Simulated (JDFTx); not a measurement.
The system is BN.

```
N B
1.0
     2.49824    0.00000    0.00000
    -1.24912    2.16354    0.00000
     0.00000    0.00000    6.63570
N B
2 2
Direct
  0.66667 0.33333 0.25000
  0.33333 0.66667 0.75000
  0.66667 0.33333 0.75000
  0.33333 0.66667 0.25000
```

Base run:

| Quantity | Value |
| --- | --- |
| Program | JDFTx 1.7.0 (patched build) |
| Functional | PBE |
| Potentials or basis | PseudoDojo-SR-PBE-0.5-standard |
| Cutoff | 1143 eV |
| Density cutoff | 9143 eV |
| k mesh | 12 × 12 × 4 |
| Occupations | fermi-dirac, width 0.05 eV |
| Spin | no spin polarisation |

Its results: band gap on the k mesh 4.32 eV, indirect (least direct gap 4.69 eV); pressure 4.7 GPa.

Q: The run is repeated on the same cell with these changes: k mesh from 12 × 12 × 4 to 5 × 5 × 2. What comes out?

A: Band gap on the k mesh 4.71 eV, direct; pressure 4.8 GPa.

Caveats: some runs use coarse meshes; the empty levels aren't tightly converged; this functional lacks dispersion, which binds the layers, so the pressure and a relaxed spacing across them are unreliable; an odd mesh through Γ misses points on the zone boundary, where band edges often lie (some runs).
